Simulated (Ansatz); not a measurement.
Ionic part of the dielectric constant of BeTe at 6 GPa, mode by mode

All numbers below come from Ansatz 0.2.0, DFT LDA, scalar-relativistic, plane waves, PAW. Plane waves to 420 eV; Γ-centred k mesh 10×10×10; fixed occupations. No spin polarisation. Phonons by linear response, acoustic sum rule imposed.

It takes space group F-43m (No. 216, cubic). Conventional cell: a = 5.408 Å, b = 5.408 Å, c = 5.408 Å, α = 90.00°, β = 90.00°, γ = 90.00°. Be (site symmetry -43m) is surrounded by 4 Te at 2.34 Å. Te (site symmetry -43m) has 4 Be at 2.34 Å as nearest neighbours.

Spin–orbit coupling is left out, which matters for heavy elements.

The primitive cell has V = 39.54 Å³ and ε∞,zz = 7.684. Each polar mode adds Δε = (4.92064×10⁷/V)·S/ν² along z, with S its oscillator strength in e²/amu, ν in cm⁻¹ and V in Å³.

Task: From these modes, find each Δε and ε0,zz.
| ν (cm⁻¹) | S_zz (e²/amu) |
| --- | --- |
| 534.7 | 0.1366 |

Result:
```json
{"ν (cm⁻¹)": "534.7", "Δε": "0.59"}
```

The sum is 0.594, so ε0,zz = 8.28; the run's tensor has 8.28.

Task: Where do the longitudinal modes lie for a wave vector along z?

Result: At 555 cm⁻¹. The Lyddane–Sachs–Teller product Π(ν_LO/ν_TO)² = 1.08 matches ε0/ε∞ = 1.08.

Cost: 1 run of about 0.54 core-minutes, on Intel Xeon 6975P-C (Granite Rapids) (shared hosts).